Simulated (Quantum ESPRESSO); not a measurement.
# ZrO2: projected density of states with PBE+U

ZrO2:

```
Zr O
1.0
     0.00000    2.54507    2.54507
     2.54507    0.00000    2.54507
     2.54507    2.54507    0.00000
Zr O
1 2
Direct
  0.00000 0.00000 0.00000
  0.75000 0.75000 0.75000
  0.25000 0.25000 0.25000
```

Measurements of this composition are mostly on another form, of space group No. 14.

```yaml
Program: Quantum ESPRESSO 7.5
Task: projected density of states
Functional: PBE
Potentials_or_basis: SSSP 1.3 efficiency PBE
Cutoff: 748 eV
Density_cutoff: 5987 eV
k_mesh: 9 × 9 × 9
Occupations: fermi-dirac, width 0.05 eV
Spin: no spin polarisation
Hubbard_terms: Zr d U = 5 eV
Hubbard_projectors: ortho-atomic
Mixing_beta: 0.3
Most_SCF_iterations: 120
SCF_threshold: 6e-10 Ry
Dos_occupations: tetrahedra_opt
```

| Item | Value |
| --- | --- |
| Pressure | 9.8 GPa |
| Band gap on the k mesh | 4.70 eV, indirect (least direct gap 4.87 eV) |
| Loewdin charges | Zr +1.16; O -0.55 e |

Levels at points of the mesh, in eV from the valence-band top:
```csv
k point,band 10,band 11,band 12,band 13,band 14,band 15
"(0.00, 0.00, 0.00)",-0.51,-0.51,-0.51,4.70,4.70,6.32
```

States per cell in windows of 1 eV (zero at the valence-band top; states under -8 eV left out):
```tsv
from (eV)	total	Zr#1 d wfc3	O#2 p wfc2	O#3 p wfc2	Zr#1 p wfc5	O#2 s wfc1	O#3 s wfc1
-8.0	0.00	0.00	0.00	0.00	0.00	0.00	0.00
-7.0	0.00	0.00	0.00	0.00	0.00	0.00	0.00
-6.0	0.23	0.04	0.08	0.08	0.00	0.00	0.00
-5.0	2.54	0.58	0.90	0.90	0.08	0.01	0.01
-4.0	2.77	0.40	1.08	1.08	0.08	0.02	0.02
-3.0	1.62	0.16	0.66	0.66	0.05	0.02	0.02
-2.0	2.97	0.27	1.28	1.28	0.07	0.01	0.01
-1.0	1.91	0.09	0.88	0.88	0.02	0.00	0.00
0.0	0.00	0.00	0.00	0.00	0.00	0.00	0.00
1.0	0.00	0.00	0.00	0.00	0.00	0.00	0.00
2.0	0.00	0.00	0.00	0.00	0.00	0.00	0.00
3.0	0.00	0.00	0.00	0.00	0.00	0.00	0.00
4.0	0.28	0.25	0.01	0.01	0.00	0.00	0.00
5.0	3.59	3.26	0.13	0.13	0.01	0.01	0.01
6.0	1.63	1.14	0.04	0.04	0.09	0.12	0.12
7.0	2.16	1.40	0.17	0.17	0.15	0.08	0.08
```

Eigenvalues of the final occupation matrices:
```csv
site,spin,trace,eigenvalues
Zr 1 4d,each,0.94,0.10 0.10 0.25 0.25 0.25
```

Wall time 93 s on 1 thread of Arm Neoverse V1, on a shared host, peak memory 0.18 GiB.

Caveat: an odd mesh through Γ misses points on the zone boundary, where band edges often lie.
